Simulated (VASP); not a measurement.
# WS₂: convergence, optical spectrum of independent particles

WS₂, R3m (no. 160), 3 atoms in the cell. PBE, independent-particle dielectric function; PAW potentials W_sv, S (PBE set). VASP 6.6.1.

Wanted: ε at zero frequency, electronic within 1 %; spectrum (imaginary part of ε) within 10 %.

POSCAR:
```
WS2
1.0
    1.5790000000      0.9116360751      6.1633333333
   -1.5790000000      0.9116360751      6.1633333333
    0.0000000000     -1.8232721501      6.1633333333
W S
1 2
Direct
    0.0000000000      0.0000000000      0.0000000000
    0.5810000000      0.5810000000      0.5810000000
    0.7503000000      0.7503000000      0.7503000000
```

The series start from Bands in all (NBANDS): 23; Plane-wave cutoff (eV): 290; Energy points: 2000; k mesh: 10 × 10 × 10; Precision mode: Accurate; Electronic algorithm: Normal. Each series keeps the choices made before it, and each single choice may use up half of a tolerance. Times cover all steps of a run.

## Bands in all (NBANDS)

| Bands in all (NBANDS) | ε at zero frequency, electronic | Spectrum (imaginary part of ε), largest deviation against the largest value | Time (s) |
|---|---|---|---|
| 16 | 9.934 | 37 % | 43 |
| 19 | 11.89 | 15 % | 44 |
| 23 | 12.46 | 0.88 % | 51 |
| 29 | 12.62 | 0.8 % | 48 |
| 37 | 12.65 | 0.93 % | 53 |
| 53 (reference) | 12.67 | 0 % | 61 |

Chosen: 29, the loosest value from which every tighter one stays within half of the tolerance.

## Plane-wave cutoff (eV)

| Plane-wave cutoff (eV) | ε at zero frequency, electronic | Spectrum (imaginary part of ε), largest deviation against the largest value | Time (s) |
|---|---|---|---|
| 160 | 12.27 | 13 % | 19 |
| 200 | 12.54 | 3.8 % | 25 |
| 240 | 12.58 | 1.3 % | 34 |
| 290 | 12.62 | 0.45 % | 48 |
| 360 (reference) | 12.64 | 0 % | 74 |

Chosen: 240.

## Energy points

| Energy points | ε at zero frequency, electronic | Spectrum (imaginary part of ε), largest deviation against the largest value | Time (s) |
|---|---|---|---|
| default | 12.58 | 39 % | 29 |
| 2000 | 12.58 | 0.26 % | 34 |
| 4000 (reference) | 12.58 | 0 % | 29 |

Chosen: 2000.

## k mesh

| k mesh | ε at zero frequency, electronic | Spectrum (imaginary part of ε), largest deviation against the largest value | Time (s) |
|---|---|---|---|
| 4 × 4 × 4 | 11.18 | 46 % | 22 |
| 6 × 6 × 6 | 13.19 | 81 % | 22 |
| 8 × 8 × 8 | 12.61 | 49 % | 25 |
| 10 × 10 × 10 | 12.58 | 30 % | 34 |
| 13 × 13 × 13 (reference) | 12.62 | 0 % | 39 |

Chosen: 13 × 13 × 13; the next looser run is off by more than half of the tolerance, so convergence isn't shown beyond this value.

## Precision mode

| Precision mode | ε at zero frequency, electronic | Spectrum (imaginary part of ε), largest deviation against the largest value | Time (s) |
|---|---|---|---|
| Accurate | 12.62 | 0 % | 39 |
| Normal | 12.62 | 0.25 % | 28 |
| Single | 12.62 | 0.11 % | 44 |

Chosen: Normal; it saves 11.5 s of 39, so Accurate would do nearly as well.

## Electronic algorithm

| Electronic algorithm | ε at zero frequency, electronic | Spectrum (imaginary part of ε), largest deviation against the largest value | Time (s) |
|---|---|---|---|
| Normal | 12.62 | 0 % | 28 |
| Fast | 12.62 | 0.068 % | 29 |
| Exact | 12.62 | 0.02 % | 134 |

Chosen: Normal; no other choice that stays within half of the tolerance saves 30 % of the time.

## All choices together

| Input | ε at zero frequency, electronic | Spectrum (imaginary part of ε), largest deviation against the largest value | Time (s) |
|---|---|---|---|
| all settings of the optics step left to the defaults, ground-state mesh (naive) | 10.87 | 35 % | 48 |
| chosen settings | 12.62 | 1.3 % | 28 |
| reference settings throughout | 12.72 | 0 % | 152 |

The chosen settings stay within the tolerance of the reference run, but the reference itself isn't shown to be converged in: k mesh.

## The input

INCAR.step1:
```
EDIFF = 1E-7
ENCUT = 240
GGA = PE
ISMEAR = 0
KPAR = 4
LASPH = T
LCHARG = T
LWAVE = F
PREC = Normal
SIGMA = 0.02
```

INCAR.step2:
```
ALGO = Normal
CSHIFT = 0.1
EDIFF = 1E-6
ENCUT = 240
GGA = PE
ICHARG = 11
ISMEAR = 0
KPAR = 4
LASPH = T
LCHARG = F
LOPTICS = T
LWAVE = F
NBANDS = 29
NEDOS = 2000
PREC = Normal
SIGMA = 0.05
```

KPOINTS.step1:
```
k-points
0
Gamma
  10 10 10
```

KPOINTS.step2:
```
Automatic mesh
0
Gamma
  13 13 13
  0 0 0
```

Commands (each step's output is kept before the next begins):
```
cat potpaw_PBE.64/W_sv/POTCAR potpaw_PBE.64/S/POTCAR > POTCAR
cp INCAR.step1 INCAR
cp KPOINTS.step1 KPOINTS
mpirun -np 4 vasp_std > vasp.out
cp INCAR.step2 INCAR
cp KPOINTS.step2 KPOINTS
mpirun -np 4 vasp_std > vasp.out
```

Limits: Spin-orbit coupling is left out, which can matter with atoms this heavy; the pull between electron and hole is left out; the onset follows the functional's gap, which semilocal functionals usually make too small; ε is the mean of a tensor that differs by direction.

The chosen input took VASP 6.6.1 28 s on 4 cores (Intel Xeon Platinum 8488C (Sapphire Rapids)), a shared host.

## An input that fails: one empty band

It runs to its end, but against the unchanged starting input it is off by 52 % in the ε at zero frequency, electronic, 69 % in the spectrum (imaginary part of ε).

Changes against the starting input:
```
(step 2)
- NBANDS = 23
+ NBANDS = 14
```
